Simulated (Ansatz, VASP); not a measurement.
# CdTe: VASP beside Ansatz

One calculation is typed for both programs; each brings its own data sets and cutoff. How far apart do they land?

Method: plane waves, with VASP 6.6.1 beside it; single point at PBEsol, single point at LDA and single point at r2SCAN, in Ansatz 0.2.0.

## Step 1: Starting point

Symmetry: F-43m, No. 216, cubic system. The conventional cell has a = 6.280 Å, b = 6.280 Å, c = 6.280 Å, α = 90.00°, β = 90.00°, γ = 90.00°. Nearest to Te lie 4 Cd at 2.72 Å. Nearest to Cd lie 4 Te at 2.72 Å. Farther neighbours and most contacts between anions are not listed.

## Step 2: VASP: single point, PBEsol

With cell and atoms fixed, the geometry can't cause a difference; cores, projectors, grids and the points listed under the comparison can.

Lines of VASP's logs that name or quote its potential files are left out, and so is its time.

INCAR reads:

```
SYSTEM = CdTe
PREC = Accurate
ENCUT = 400
EDIFF = 1E-05
NELM = 100
ISMEAR = 0
SIGMA = 0.05
LREAL = .FALSE.
ALGO = Normal
GGA = PS
NBANDS = 15
LORBIT = 11
LWAVE = .FALSE.
LCHARG = .FALSE.
KPAR = 4
```

POSCAR reads:

```
CdTe
1.0
    0.0000000000      3.1400000000      3.1400000000
    3.1400000000      0.0000000000      3.1400000000
    3.1400000000      3.1400000000      0.0000000000
Te Cd
1 1
Direct
    0.7500000000      0.7500000000      0.7500000000
    0.0000000000      0.0000000000      0.0000000000
```

KPOINTS reads:

```
Automatic mesh
0
Gamma
6 6 6
0 0 0
```

PAW data sets: Te and Cd (PBE family, release 64).

The run is started by

```sh
$ mpirun -np 4 vasp_std
```

Numbers of over 12 decimals in the logs are rounded to 6 here.

Log:

```text
[banner, memory and clock lines left out]
running    4 mpi-ranks, on    1 nodes
 distrk:  each k-point on    1 cores,    4 groups
 distr:  one band on    1 cores,    1 groups

 POSCAR found type information on POSCAR TeCd
 POSCAR found :  2 types and       2 ions
|                                                                             |
|               ----> ADVICE to this user running VASP <----                  |
|                                                                             |
|     You enforced a specific xc type in the INCAR file but a different       |
|     [... a line on the potential file left out ...]
|     I HOPE YOU KNOW WHAT YOU ARE DOING!                                     |
|                                                                             |

 LDA part: xc-table for (Slater+PW92), standard interpolation
 POSCAR, INCAR and KPOINTS ok, starting setup
 FFT: planning ... GRIDC
 FFT: planning ... GRID_SOFT
 FFT: planning ... GRID
 WAVECAR not read
 entering main loop
       N       E                     dE             d eps       ncg     rms          rms(c)
DAV:   1     0.904111122275E+02    0.90411E+02   -0.74166E+03   496   0.851E+02
DAV:   2    -0.260716205475E+01   -0.93018E+02   -0.89642E+02   571   0.236E+02
DAV:   3    -0.561453056275E+01   -0.30074E+01   -0.30029E+01   585   0.444E+01
DAV:   4    -0.564172715230E+01   -0.27197E-01   -0.27196E-01   720   0.366E+00
DAV:   5    -0.564177624089E+01   -0.49089E-04   -0.49088E-04   606   0.146E-01    0.674E+00
DAV:   6    -0.540038515024E+01    0.24139E+00   -0.46306E-01   557   0.961E+00    0.541E+00
DAV:   7    -0.538035428865E+01    0.20031E-01   -0.12014E-01   550   0.246E+00    0.204E+00
DAV:   8    -0.537936057350E+01    0.99372E-03   -0.12185E-02   550   0.138E+00    0.575E-01
DAV:   9    -0.537931880924E+01    0.41764E-04   -0.75183E-04   557   0.327E-01    0.158E-01
DAV:  10    -0.537934041578E+01   -0.21607E-04   -0.11094E-04   593   0.973E-02    0.607E-02
DAV:  11    -0.537935986627E+01   -0.19450E-04   -0.47452E-05   529   0.549E-02    0.438E-02
DAV:  12    -0.537935750221E+01    0.23641E-05   -0.45281E-06   366   0.202E-02
   1 F= -.53793575E+01 E0= -.53793575E+01  d E =-.231648E-13
```

OUTCAR, selected parts (step 2):

```text
ion  position               nearest neighbor table
   1  0.750  0.750  0.750-   2 2.72   2 2.72   2 2.72   2 2.72
   2  0.000  0.000  0.000-   1 2.72   1 2.72   1 2.72   1 2.72

  LATTYP: Found a face centered cubic cell.
 ALAT       =     6.2800000000

 Subroutine GETGRP returns: Found 24 space group operations
 (whereof 24 operations were pure point group operations)

The static configuration has the point symmetry T_d .

 Found     16 irreducible k-points:

   k-points           NKPTS =     16   k-points in BZ     NKDIM =     16   number of bands    NBANDS=     15

   dimension x,y,z NGX =    30 NGY =   30 NGZ =   30
   dimension x,y,z NGXF=    60 NGYF=   60 NGZF=   60

   ENCUT  =  400.0 eV  29.40 Ry    5.42 a.u.   7.24  7.24  7.24*2*pi/ulx,y,z

   NELECT =      18.0000    total number of electrons

 k-points in reciprocal lattice and weights: Automatic mesh
   0.00000000  0.00000000  0.00000000       0.005
   0.16666667  0.00000000  0.00000000       0.037
   0.33333333  0.00000000  0.00000000       0.037
   0.50000000  0.00000000  0.00000000       0.019
   0.16666667  0.16666667  0.00000000       0.028
   0.33333333  0.16666667  0.00000000       0.111
   0.50000000  0.16666667  0.00000000       0.111
  -0.33333333  0.16666667  0.00000000       0.111
  -0.16666667  0.16666667  0.00000000       0.056
[...]
-0.33333333  0.33333333  0.16666667       0.111
  -0.33333333  0.50000000  0.16666667       0.056

 average (electrostatic) potential at core
       1 -90.5496       2 -38.3269

 E-fermi :   3.3727

 k-point     1 :       0.0000    0.0000    0.0000
  band No.  band energies     occupation
    ...
      5      -5.1690      2.00000
      6      -5.1690      2.00000
      7       3.1301      2.00000
      8       3.1301      2.00000
      9       3.1301      2.00000
     10       4.0752      0.00000
     11       7.5872      0.00000
     12       7.5872      0.00000
     13       7.5872      0.00000
     14      10.5373      0.00000
    ...

 k-point     2 :       0.1667    0.0000    0.0000
  band No.  band energies     occupation
    ...
      5      -5.1711      2.00000
      6      -5.1711      2.00000
      7       1.2214      2.00000
      8       2.8480      2.00000
      9       2.8480      2.00000
     10       5.1241      0.00000
     11       7.8178      0.00000
     12       7.9748      0.00000
     13       7.9748      0.00000
     14      11.5055      0.00000
    ...

 k-point     3 :       0.3333    0.0000    0.0000
  band No.  band energies     occupation
    ...
      5      -5.1659      2.00000
      6      -5.0873      2.00000
      7      -0.9004      2.00000
      8       2.3888      2.00000
      9       2.3888      2.00000
     10       5.0717      0.00000
     11       8.2611      0.00000
     12       8.2611      0.00000
     13       9.5280      0.00000
     14      11.0695      0.00000
    ...

  Total        1.9713935      1.9713935      1.9713935      0.0000000      0.0000000      0.0000000
  in kB       51.0111316     51.0111316     51.0111316      0.0000000      0.0000000      0.0000000
  external PRESSURE =      51.0111316 kB  Pullay stress =       0.0000000 kB

  energy-cutoff  :      400.00
  volume of cell :       61.92
      direct lattice vectors                 reciprocal lattice vectors
     0.000000000  3.140000000  3.140000000    -0.159235669  0.159235669  0.159235669
     3.140000000  0.000000000  3.140000000     0.159235669 -0.159235669  0.159235669
     3.140000000  3.140000000  0.000000000     0.159235669  0.159235669 -0.159235669

 POSITION                                       TOTAL-FORCE (eV/Angst)
 -----------------------------------------------------------------------------------
      4.71000      4.71000      4.71000        -0.000000     -0.000000     -0.000000
      0.00000      0.00000      0.00000         0.000000      0.000000      0.000000
 -----------------------------------------------------------------------------------
    total drift:                                0.000001      0.000001      0.000001

  FREE ENERGIE OF THE ION-ELECTRON SYSTEM (eV)
  ---------------------------------------------------
  free  energy   TOTEN  =        -5.3793575022 eV

  energy  without entropy=       -5.3793575022  energy(sigma->0) =       -5.37935750

 total charge
# of ion       s       p       d       tot
------------------------------------------
    1        1.348   2.098   0.029   3.474
    2        0.490   0.380   9.522  10.392
--------------------------------------------------
tot          1.838   2.477   9.551  13.866

[... 3 further parts left out ...]
```

The run ends at a pressure of 5.10 GPa.

## Step 3: Ansatz: single point, PBEsol

Ansatz runs on its default PAW (the set named soft_2) files.

The same cell, functional, mesh and smearing now go to Ansatz, which takes its cutoff from its data sets.

input.yaml reads:

```yaml
crystal:
  lattice:
    - [0.0, 3.14, 3.14]
    - [3.14, 0.0, 3.14]
    - [3.14, 3.14, 0.0]
  atoms:
    - { symbol: Te, position: [0.75, 0.75, 0.75] }
    - { symbol: Cd, position: [0.0, 0.0, 0.0] }
hamiltonian:
  xc: pbesol
  pseudopotentials: { kind: paw }
kpoints:
  mp_grid: { grid: [6, 6, 6] }
scf:
  occupations: { method: gaussian, width: 0.05 }
  n_extra_bands: 4
output:
  forces: true
  stress: true
  eigenvalues: true
```

The run is started by

```sh
$ ansatz run input.yaml --threads 2 --pin off --max-ram 4608MiB --backend cpu --events-out ev --progress --plain --runs-dir out
```

Log:

```text
scf.n_extra_bands = 4 over 18 filled bands (N_el = 36.0): the run solves 22 bands
Engine: ansatz 0.2.0, aarch64-unknown-linux-gnu
Pseudopotentials: kind: paw
Pseudopotential: Te, paw, valence charge 16, recommended cutoff 420 eV (normal), Te.paw.azcp
Pseudopotential: Cd, paw, valence charge 20, recommended cutoff 420 eV (normal), Cd.paw.azcp
Functional definition: PBEsol
  exchange = pbesol_x
  correlation = pbesol_c
Crystal: 2 atoms, lattice volume = 61.918 Å³
Basis set: ecut = 420 eV, 1243 PW (Γ), exchange–correlation on 60×60×60 points (8 copies of the dense FFT grid, shifted against one another)
Bands: 22, of which v1, the nominal top of the filled ones, is band 18 counted from 1 (17 counted from 0)
Symmetry: 24 space group operations
Space group: F-43m (ITA 216), of the structure as read, at distance tolerance 4.0e-5 Å
k-points: 16 of 216 (time reversal used)
Non-local potential: Te, projectors of the file, l = 0: 2, l = 1: 2, l = 2: 2, l = 3: 2
Non-local potential: Cd, projectors of the file, l = 0: 3, l = 1: 2, l = 2: 2, l = 3: 1
PAW form: soft (Blöchl's): semilocal exchange-correlation on the pseudo side does not see the compensation charge
PAW frozen core: Te, regenerated for the run's functional, and the local potential with it (the file was generated under x = pbe(κ = 0.804, μ = 0.219515), c = pbe(β = 0.066725))
PAW frozen core: Cd, regenerated for the run's functional, and the local potential with it (the file was generated under x = pbe(κ = 0.804, μ = 0.219515), c = pbe(β = 0.066725))
PAW one-centre angular grid: Te, 590 points (default); XC on 64 Gauss nodes
PAW one-centre angular grid: Cd, 590 points (default); XC on 64 Gauss nodes
Initial density: superposition of atomic densities (neutral atoms: chi_scale 0, normalization atom), corrected by the library's trained network
Initial wavefunctions: pseudopotential atomic-orbital guess
Functional: x = pbesol(κ = 0.804, μ = 0.123457), c = pbesol(β = 0.046)
SCF iter   1: F=—  HF=-15086.246335 eV  |F-HF|=—  |Δ(HF+E_count)|=         —  Δρ=3.79e-3  dr2=1.04e-2  ethr=1.77e-3  ⟨swp⟩=6.2  Hψ=1680  notcnv=0
preconditioner: auto → none  [insulator: Δε(μ)=0.919 eV  Ē_g=11.706 eV  σ=0.050 eV  W_gap=1.00  n_scr=14 (ndim 8)  ℏωp=20.0 eV  f_vac=0.160  D(μ)=0.00/eV (n_scr^D=0)  ε∞_Penn≈3.9]
SCF iter   2: F=—  HF=-15086.242770 eV  |F-HF|=—  |Δ(HF+E_count)|=   3.57e-3  Δρ=9.39e-4  dr2=3.08e-4  ethr=2.88e-5  ⟨swp⟩=3.0  Hψ=832  notcnv=0
SCF iter   3: F=—  HF=-15086.242876 eV  |F-HF|=—  |Δ(HF+E_count)|=   1.06e-4  Δρ=4.43e-4  dr2=7.69e-5  ethr=8.56e-7  ⟨swp⟩=2.0  Hψ=480  notcnv=0
SCF iter   4: F=—  HF=-15086.242914 eV  |F-HF|=—  |Δ(HF+E_count)|=   3.83e-5  Δρ=1.86e-4  dr2=1.77e-5  ethr=2.13e-7  ⟨swp⟩=2.0  Hψ=480  notcnv=0
SCF iter   5: F=—  HF=-15086.242916 eV  |F-HF|=—  |Δ(HF+E_count)|=   1.24e-6  Δρ=1.89e-5  dr2=1.41e-7  ethr=4.91e-8  ⟨swp⟩=2.0  Hψ=496  notcnv=0
SCF iter   6: F=-15086.242916 eV  HF=-15086.242916 eV  |F-HF|=4.07e-10  |Δ(HF+E_count)|=   1.37e-7  Δρ=2.99e-6  dr2=4.19e-9  ethr=2.78e-10  ⟨swp⟩=6.6  Hψ=1550  notcnv=0
SCF 1 converged in 6 iterations: F = -15086.242916 eV  dr2 = 4.19e-9
  greatest PAW one-centre occupation: 1.000 electrons in one spin orbital (limit 2), on the Cd atom at site 1 (counted from 0), in its partial waves of l = 0
SCF converged after 6 iterations
Free energy (F): -15086.242916 eV
Harris-Foulkes:  -15086.242916 eV  (|F-HF|=4.07e-10)
Internal energy: -15086.242916 eV  (E = F + TS)
E sigma→0 (E₀):  -15086.242916 eV
Fermi energy:    9.211334 eV
--- Per-component energies (eV) ---
  E_band       = -753.093741
  E_kinetic    = 688.005096
  E_local      = -5213.823087  (includes V_loc(G=0)·N_el)
  E_nonlocal   = -271.272966
  E_hartree    = 2645.290762
  E_xc         = -299.945082
  E_vxc        = -326.741721  (∫ρ·V_xc dr)
  E_paw        = -8598.603207  (= ΣΔE_a)
  E_vpaw       = -919.846803  (= ΣTr[D̂ρ^β])
  E_aug_tail   = -0.000159  (compensation charges beyond the density's cutoff)
  E_ewald      = -4036.611048
  E_core_change = 0.716775  (= ΣΔE_core)
  E_smearing   = -0.000000  (= −TS)
  E_closure    = -0.000000  (closes the sum)
  Σ components = -15086.242916   (vs F -15086.242916, Δ=0.00e0)
--- Forces (eV/Å), atoms counted from 1 ---
  atom   1  Te     0.00000000     0.00000000     0.00000000
  atom   2  Cd    -0.00000000     0.00000000    -0.00000000
  max |Σ_I F_I| component: 1.20e-16 eV/Å
--- Stress (GPa, compression-positive) ---
        5.175118       0.000000       0.000000
       -0.000000       5.175118       0.000000
       -0.000000       0.000000       5.175118
  P = ⅓ Tr σ = 5.1751 GPa (51.751 kbar)
--- Band table (eV; the first three rows and the last of 16) ---
  k-point 0: bands = [... 14 lower, 0.4511, 8.7400, 8.7400, 8.7400, 9.6797, 13.2251, 13.2251, 13.2251]
  k-point 1: bands = [... 14 lower, 0.4491, 6.8387, 8.4598, 8.4598, 10.7323, 13.4324, 13.6117, 13.6117]
  k-point 2: bands = [... 14 lower, 0.5324, 4.7227, 8.0024, 8.0024, 10.6881, 13.9009, 13.9009, 15.1173]
  k-point 15: bands = [... 14 lower, 1.1380, 4.0039, 6.1145, 6.1779, 12.3336, 12.5387, 15.5337, 15.7983]
```

Wall time 2.4 s (2 threads of Arm Neoverse N1, shared host); peak memory 0.3 GiB; 4.1 s of CPU time.

The run ends at a pressure of 5.18 GPa.

## Step 4: Side by side

Known differences besides the potentials themselves: the data sets hold 36 valence electrons in Ansatz (default PAW (the set named soft_2) files) and 18 in VASP; the cutoff is 420 eV in Ansatz and 400 eV in VASP; Ansatz makes its cores anew for this functional, VASP keeps those of its PBE data sets; VASP leaves aspherical gradient terms in its spheres out (LASPH is not set), Ansatz keeps them. Total energies have different zeros and are not compared.

Compared:

```tsv
quantity	Ansatz	VASP	difference
pressure (GPa)	5.18	5.10	+0.07
gap on the k mesh (eV)	0.940	0.945	-0.005
```

A gap on the mesh is an upper bound, since the band edges may lie between its points. Ansatz's pressure holds a Pulay correction of 0.03 GPa; VASP's holds none.

## Step 5: What the set-up changes

Further runs change the set-up of one program: Ansatz's method, potentials or start, or VASP's data sets, cutoff or form of LDA. The table gives Ansatz less VASP for each quantity, since a change that brings one quantity closer may part another.

```tsv
run	pressure (GPa)	gap on the k mesh (eV)
as above	0.074	-0.0054
Ansatz's all-electron LAPW method	0.089	-0.0051
```

## Step 6: VASP: single point, LDA, volume scaled by 1.03

With cell and atoms fixed, the geometry can't cause a difference; cores, projectors, grids and the points listed under the comparison can. The cell compared in this pair holds 68.18 Å³, against 61.92 Å³ for the pair before.

The input asks for a relaxation, which ended at its first step since no free force or stress exceeded the threshold; so it serves as a single point.

INCAR reads:

```
SYSTEM = CdTe
PREC = Accurate
ENCUT = 500
EDIFF = 1E-07
NELM = 100
ISMEAR = 0
SIGMA = 0.03
LREAL = .FALSE.
ALGO = Normal
GGA = CA
NBANDS = 15
LORBIT = 11
LWAVE = .FALSE.
LCHARG = .FALSE.
KPAR = 4
IBRION = 2
NSW = 50
ISIF = 4
EDIFFG = -0.002
```

POSCAR reads:

```
CdTe
1.0
    0.0000000000      3.2424779357      3.2424779357
    3.2424779357      0.0000000000      3.2424779357
    3.2424779357      3.2424779357      0.0000000000
Te Cd
1 1
Direct
    0.7500000000      0.7500000000      0.7500000000
    0.0000000000      0.0000000000      0.0000000000
```

KPOINTS is that of step 2.

The projector-augmented-wave data sets are Te and Cd (LDA family, release 64).

The run is started by

```sh
$ mpirun -np 4 vasp_std
```

Log:

```text
[banner, memory and clock lines left out]
running    4 mpi-ranks, on    1 nodes
[...]
LDA part: xc-table for (Slater(with rela. corr.)+CA(PZ))
 , standard interpolation
 POSCAR, INCAR and KPOINTS ok, starting setup
[...]
entering main loop
       N       E                     dE             d eps       ncg     rms          rms(c)
DAV:   1     0.993909593384E+02    0.99391E+02   -0.81048E+03   488   0.100E+03
DAV:   2    -0.239865957134E+01   -0.10179E+03   -0.96783E+02   564   0.246E+02
DAV:   3    -0.624304857942E+01   -0.38444E+01   -0.38384E+01   564   0.494E+01
DAV:   4    -0.628065829266E+01   -0.37610E-01   -0.37608E-01   712   0.438E+00
[...]
DAV:  11    -0.603671594522E+01   -0.43203E-05   -0.18568E-05   578   0.352E-02    0.307E-02
DAV:  12    -0.603671504727E+01    0.89795E-06   -0.18808E-06   508   0.999E-03    0.156E-02
DAV:  13    -0.603671500208E+01    0.45187E-07   -0.42964E-07   592   0.288E-03
   1 F= -.60367150E+01 E0= -.60367150E+01  d E =-.603672E+01
[...]
reached required accuracy - stopping structural energy minimisation
```

OUTCAR, selected parts (step 6):

```text
  Total       -0.5367503     -0.5367503     -0.5367503      0.0000000      0.0000000     -0.0000000
  in kB      -12.6130991    -12.6130991    -12.6130991      0.0000000      0.0000000     -0.0000000
  external PRESSURE =     -12.6130991 kB  Pullay stress =       0.0000000 kB

 POSITION                                       TOTAL-FORCE (eV/Angst)
 -----------------------------------------------------------------------------------
      4.86372      4.86372      4.86372         0.000000      0.000000     -0.000000
      0.00000      0.00000      0.00000        -0.000000     -0.000000      0.000000
 -----------------------------------------------------------------------------------
    total drift:                               -0.000000     -0.000000     -0.000000

  FREE ENERGIE OF THE ION-ELECTRON SYSTEM (eV)
  ---------------------------------------------------
  free  energy   TOTEN  =        -6.0367150021 eV

  energy  without entropy=       -6.0367150021  energy(sigma->0) =       -6.03671500

 reached required accuracy - stopping structural energy minimisation

[... 1 part as in an earlier step ...]

[... 2 further parts left out ...]
[key lines of the parts left out:]
E-fermi :   2.3374
```

The run keeps the 24 symmetry operations of its start, so it cannot find a distortion of lower symmetry.

## Step 7: Ansatz: single point, LDA, volume scaled by 1.03

The same cell, functional (in two slightly different forms), mesh and smearing now go to Ansatz, which takes its cutoff from its data sets.

The cell is a member of a volume series, scaled by 1.03 from a relaxed one, so a pressure remains.

input.yaml, the sections that differ from step 3:

```yaml
crystal:
  lattice:
    - [0.0, 3.24247794, 3.24247794]
    - [3.24247794, 0.0, 3.24247794]
    - [3.24247794, 3.24247794, 0.0]
  atoms:
    - { symbol: Te, position: [0.75, 0.75, 0.75] }
    - { symbol: Cd, position: [0.0, 0.0, 0.0] }
hamiltonian:
  xc: lda
  pseudopotentials: { kind: paw }
scf:
  occupations: { method: gaussian, width: 0.03 }
  n_extra_bands: 4
# kpoints, output: as in step 3
```

The run is started by

```sh
$ ansatz run input.yaml --threads 2 --pin off --max-ram 4608MiB --backend cpu --events-out ev --progress --plain --runs-dir out
```

Log:

```text
[...]
Crystal: 2 atoms, lattice volume = 68.181 Å³
Basis set: ecut = 420 eV, 1363 PW (Γ)
Bands: 22, of which v1, the nominal top of the filled ones, is band 18 counted from 1 (17 counted from 0)
Symmetry: 24 space group operations
[...]
k-points: 16 of 216 (time reversal used)
[...]
--- Band table (eV; the first three rows and the last of 16) ---
  k-point 0: bands = [... 14 lower, -0.8819, 7.1178, 7.1178, 7.1178, 7.6214, 11.6518, 11.6518, 11.6518]
  k-point 1: bands = [... 14 lower, -0.8832, 5.3074, 6.8877, 6.8877, 8.7877, 11.7156, 11.9905, 11.9905]
  k-point 2: bands = [... 14 lower, -0.7916, 3.4737, 6.5039, 6.5039, 8.8652, 12.2811, 12.2811, 13.1862]
  k-point 15: bands = [... 14 lower, -0.3519, 2.8340, 4.8865, 4.9741, 10.7207, 10.7744, 13.6735, 13.9780]
[key lines of the parts left out:]
SCF converged after 6 iterations
Free energy (F): -14945.792883 eV
Fermi energy:    7.370584 eV
P = ⅓ Tr σ = -1.4897 GPa (-14.897 kbar)
```

Wall time 2.6 s (2 threads); peak memory 0.3 GiB.

The run ends at a pressure of -1.49 GPa.

## Step 8: Differences

What differs besides the data sets and the points named for the pairs above, as far as they apply: the two LDA forms differ slightly; the cutoff is 420 eV in Ansatz and 500 eV in VASP; VASP's log shows a relativistic correction to its local exchange, Ansatz's none. Total energies have different zeros and are not compared.

Both answers:

```tsv
quantity	Ansatz	VASP	difference
pressure (GPa)	-1.49	-1.26	-0.23
gap on the k mesh (eV)	0.504	0.544	-0.040
```

A gap on the mesh is an upper bound, since the band edges may lie between its points.

## Step 9: Further runs

Further runs change the set-up of one program: Ansatz's method, potentials or start, or VASP's data sets, cutoff or form of LDA. The table gives Ansatz less VASP for each quantity, since a change that brings one quantity closer may part another.

```tsv
run	pressure (GPa)	gap on the k mesh (eV)
as above	-0.23	-0.040
Ansatz's all-electron LAPW method	-0.22	-0.042
```

[end of part 1 of 2]

[Lines on the potential files, build, host, timing and source positions are cut from VASP's logs without a mark.]

[Logs are printed without paths, hosts, clocks, repeated set-up lines and the standing remarks that a program may print on its own settings, such as how far it seeks lower states.]

[Hosts, paths, dates, database ids (printed as entryN), source tags and the programs' standing remarks are cut or masked in the printed files.]
